## Question

Black phosphorus consists of puckered layers. Each atom has three neighbours at 2.205 Å: two along a zigzag chain, and one across the thickness of the layer. Its five valence electrons can be drawn as three bonds and a lone pair.

A density-functional calculation for four atoms, with 20 valence electrons, was turned into sixteen Wannier functions. These are localised, mutually orthogonal orbitals that together span a set of states selected from the bands. The table gives the centre of each function in fractions a, b and c of the cell edges, and its spread, the mean square distance of the function from its own centre. The edges measure 5.708, 5.708 and 4.544 Å; the first two enclose 146.4°, and the third is perpendicular to both.

Wannier functions of black phosphorus (Cmce, four-atom cell, geometry as given), made with Wannier90 3.1.0 from 21 bands of a GPAW 26.7.0 calculation: M06-L, no spin polarisation, PAW data sets, 600 eV plane-wave cutoff. The k mesh was 8×8×6 for the density-functional calculation and 6×6×6 for the Wannier functions.

```tsv
row	function a (fractional)	function b (fractional)	function c (fractional)	function spread (angstrom^2)
1	0.946	0.063	0.682	1.798
2	0.749	-0.076	0.506	1.655
3	1.071	0.250	0.502	1.643
4	0.855	0.142	0.655	1.822
5	0.054	0.937	0.318	1.798
6	0.251	1.076	0.494	1.655
7	-0.071	0.750	0.498	1.643
8	0.145	0.858	0.345	1.822
9	0.554	0.437	0.182	1.798
10	0.751	0.576	0.006	1.655
11	0.429	0.250	0.002	1.643
12	0.645	0.358	0.155	1.822
13	0.446	0.563	0.818	1.798
14	0.249	0.424	0.994	1.655
15	0.571	0.750	0.998	1.643
16	0.355	0.642	0.845	1.822
```

1. Find the atoms from the centres, and decide where the functions of one atom lie relative to its bonds.
2. Explain why they lie there.
3. Explain the differences in spread, and say which of them deserve a physical reading.

## Model answer

### What kind of function to expect

Twenty electrons fill ten bands, two in each. Ten functions made from those bands alone could be six bonds and four lone pairs, which is exactly the drawing with three bonds and a lone pair at each atom. Here there are sixteen functions, so empty, antibonding character has been included as well.

That changes what localisation can achieve. A bonding and an antibonding combination of two orbitals can be added and subtracted to recover the two separate orbitals, one on each atom. With sixteen functions on four atoms, each atom can have four of its own, which matches one s and three p orbitals. The expected result is therefore a set of atomic hybrids, and no longer a set of shared bonds.

### Finding the atoms

Write a hybrid as $h_i=\alpha_i s+\beta_i p_i$, where $p_i$ is a p orbital along the direction $\mathbf e_i$ and $\alpha_i^2+\beta_i^2=1$. The mixture of s and p is lopsided, so its centre is shifted from the nucleus by

$$\mathbf d_i=2\alpha_i\beta_i D\,\mathbf e_i ,$$

where $D$ is a length set by the shapes of the s and p orbitals. For four orthogonal hybrids that use up one s and three p orbitals, these shifts add to zero. The mean of the four centres should then mark the nucleus.

Rows 1 to 4 form one such group, with its mean at a = 0.905, b = 0.095 and c = 0.586. The other three groups of four follow from it by symmetry. The group means lie 2.21 Å apart across the layer and 2.22 Å apart along the chain, within 0.02 Å of the known contacts. This agreement supports taking the means as atomic positions.

### One centre worked in full

Take row 4. Because the first two edges are equally long, half their fractional difference, $(a-b)/2$, measures position along the layer normal in units of $2\times5.708\sin73.2^\circ=10.93$ Å. Relative to the atom, the centre is shifted along the normal by

$$\left[\tfrac{0.855-0.142}{2}-\tfrac{0.905-0.095}{2}\right]\times10.93\ \text{Å}\approx-0.53\ \text{Å},$$

and along the third edge by $(0.655-0.586)\times4.544\approx+0.31$ Å. The shift along the chain is negligible.

The neighbour across the layer lies at +2.07 Å and −0.78 Å in the same two directions. Both signs are opposite to those of the shift. The angle between the shift and this bond is 170°, so the function leans almost exactly away from its neighbour.

### The other three functions

Rows 2 and 3 do the same with the two chain bonds. Their centres stand at 169° and 172° to one chain bond each. Three of the four functions thus have a bond directly behind them.

Row 1 is the exception. It makes angles of 59°, 62° and 68° with the three bonds, so it points into the space between them. This is the side opposite to the one where a lone pair would be drawn. Once three hybrids lean away from the three bonds, the fourth has to lean the other way, because the shifts add to zero.

### Why the hybrids turn their backs on the bonds

Two arrangements suggest themselves. In one, three hybrids point along the bonds and the fourth takes the lone-pair side. In the other, every direction is reversed. For an isolated atom the two would be equally compact, so the neighbours must make the difference.

The spread of a function is its mean square distance from the atom less $d^2$, where $d$ is the length of its shift. Both arrangements mix the same four orbitals of the atom, and such mixing leaves the sum of the four mean square distances unchanged. The arrangement with the larger sum of $d^2$ therefore has the smaller total spread.

Orthogonality gives a reason to expect longer shifts in the reversed set. Atomic orbitals on neighbouring atoms overlap, yet Wannier functions must be orthogonal. Each must therefore take up a piece of the other with opposite sign, which removes density from the region between the atoms and pushes the centres apart. This shortens a shift towards a neighbour and lengthens a shift away from one. Row 1, the only function that leans towards the neighbours, does have the shortest shift: 0.59 Å, against 0.62 to 0.66 Å for the others. The centres show the reversed arrangement; the explanation by orthogonality is an argument from theory, since the opposite arrangement was not computed.

The search for the smallest spread could also have stopped in a local minimum. A second search, started from hybrids that point along the bonds, would decide whether the reversed set is really the more compact one.

### Where the bonds have gone

The bonds are still in the electronic structure, spread over several functions. Suppose that all four hybrids have an equal s share, $\alpha^2=1/4$. A hybrid pointing along a bond, $h'_1$, can then be written exactly in terms of the reversed set:

$$h'_1=\tfrac12\left(-h_1+h_2+h_3+h_4\right).$$

Here $h_1$ is the function that leans away from that bond. Each of the four functions contributes a quarter of the weight. A bond forms when such combinations on two neighbouring atoms are added, while the lone pair is, in this picture, a combination of the same kind on one atom.

This matters when the functions serve as the basis of a tight-binding model. It is tempting to discard a function because its centre seems to lie on the wrong side of the atom. In the equal-share picture, that would remove a quarter of the weight of every bond-directed hybrid on that atom. The four functions have to be kept together.

### How tetrahedral the set is

Orthogonality requires $\alpha_i\alpha_j+\beta_i\beta_j\cos\theta_{ij}=0$, where $\theta_{ij}$ is the angle between two hybrids. Equal s shares give $\cos\theta=-1/3$, which defines the tetrahedral angle. The shifts of rows 2 and 3 enclose 109.2°, within half a degree of it, whereas the two chain bonds enclose only 95.9°. The hybrids thus keep closer to the tetrahedral angle than to the angle of the bonds they avoid.

The model is less accurate for rows 1 and 4. Both lie in the plane perpendicular to the chain, at about 48° and 30° to the layer normal but on opposite sides of the atom. The angle between them is $180^\circ-48^\circ-30^\circ=102^\circ$, between 7° and 8° below the ideal. The centres also include the tails on neighbouring atoms, which the model leaves out, so equal s shares are a useful first picture and no more.

### Reading the spreads

Symmetry says which spreads ought to agree. A mirror plane perpendicular to the chain passes through each atom. It exchanges rows 2 and 3, so these two should have the same spread. Rows 1 and 4 each lie in the mirror plane and have no partner, so they may differ from the others and from each other.

The main difference follows this division. Rows 1 and 4 have spreads of about 1.81 Å², on average 0.16 Å² more than rows 2 and 3. Part of this gap comes from where the distances are measured. For any function,

$$\text{mean square distance from the atom}=\text{spread}+d^2 ,$$

where $d$ is the length of the shift. For row 4 this gives $1.822+0.618^2=2.20$ Å².

Measured from the atom, the gap shrinks from 0.16 to 0.09 Å². About two fifths of it thus arises because the centres of rows 2 and 3 have moved further from the nucleus and so lie closer to the bulk of their own functions. The remaining three fifths is a difference in extent around the atom, and the table does not settle its cause. It is also an average over unlike rows: measured from the atom, row 1 has 2.14 Å², midway between row 4 and the 2.08 Å² of rows 2 and 3.

Rows 2 and 3 are the irregular pair. Their spreads are 1.655 and 1.643 Å², although the mirror demands equality. This mismatch of 0.012 Å² comes from the construction of the functions and shows how finely the column may be read. The difference between rows 1 and 4 is only twice as large, and no chemical meaning should be built on it.

## Remarks on the reasoning

**Counting comes before naming.** It would be a mistake to call four functions on a phosphorus atom "three bonds and a lone pair" because the number fits. The count to make is that of functions against filled bands. If they are equal, the centres can stand for electron pairs. With sixteen functions and ten filled bands they cannot, and their sum does not give the electronic polarisation either.

**Low energy does not identify a lone pair.** In the same calculation, row 1 has an average energy of 1.90 eV, while rows 2 to 4 lie between 2.72 and 2.74 eV. One low level beside three similar ones looks like a lone pair beside three bonds. The centre contradicts this label, since it lies on the side of the neighbours. The attraction of the three surrounding atoms or a larger s share may lower the energy; the data do not decide between them.

**Part of the tetrahedral result is built in.** Shifts measured from their own mean add to zero. If they are also similar in length, the average cosine of the angles between them must come out near $-1/3$, the tetrahedral value. The informative results are the individual angles and, above all, the directions relative to the bonds.

**The directions are firmer than the second decimal of the spread.** Spreads depend on the bands admitted and on the mesh of wave vectors, which was coarser for the Wannier functions than for the underlying calculation. How well the sixteen functions reproduce the original bands was not checked, and it should be before they serve as a basis. The program also warned that so oblique a cell may give wrong results. A repeat in a more compact cell with a finer mesh should come before any use of the small differences.
